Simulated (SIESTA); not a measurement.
# SnO2 in SIESTA: the effect of strain zz

SnO2:

```
CELL_PARAMETERS angstrom
-3.24890 3.41447 3.27746
3.24890 -3.41447 3.27746
3.24890 3.41447 -3.27746
ATOMIC_POSITIONS crystal
Sn 0.50000 0.00000 0.00000
Sn 0.50000 0.50000 0.50000
Sn 0.00360 0.75360 0.25000
Sn 0.99640 0.24640 0.75000
O 0.80650 0.80377 0.49728
O 0.80650 0.30922 0.00272
O 0.30244 0.24594 0.05649
O 0.68944 0.24594 0.44350
O 0.31056 0.75406 0.55649
O 0.19350 0.69078 0.99728
O 0.69756 0.75406 0.94351
O 0.19350 0.19623 0.50272
```

Measurements of this composition are mostly on another form, of space group No. 136.

The cell isn't the ideal one: cell strained along z.

Alike in all runs:

```yaml
Program: SIESTA 5.4.2
Task: single point
Functional: PBE
Potentials_or_basis: PseudoDojo 0.4 standard (PBE files)
Basis: DZP (energy shift 0.003 Ry; two zetas on semicore shells)
Grid_cutoff: 800 Ry
Energy_shift: 0.003 Ry
k_mesh: 4 × 4 × 4
Occupations: fermi-dirac, width 0.05 eV
Spin: no spin polarisation
```

```tsv
strain zz	gap on the mesh (eV)	pressure (GPa)	largest force (eV/Å)
-0.04	0.74	13.1	0.26
-0.02	0.54	8.6	0.11
-0.01	?	?	?
0	0.36	4.8	0.06
0.01	0.28	3.1	0.09
0.02	0.20	1.6	0.14
0.04	0.05	-1.0	0.21
```

Task: What does the run with strain zz -0.01 give?

Result: gap on the mesh 0.45 eV; pressure 6.6 GPa; largest force 0.07 eV/Å.

Worked out: A parabola through the other rows of the gap on the mesh, of slope -9.01 eV per unit of strain zz there, gives 0.45 eV, against the run's 0.45. A parabola through the other rows of the pressure, of slope -192 GPa per unit of strain zz there, gives 6.6 GPa, against the run's 6.6. A parabola through the other rows of the largest force, of slope -2.33 eV/Å per unit of strain zz there, gives 0.09 eV/Å, against the run's 0.07. The fit is too stiff a form for this range.

Caveats: spin-orbit coupling is left out, which moves the levels of the heavy elements; the basis of atomic orbitals isn't converged, which shifts pressures, moduli and gaps.

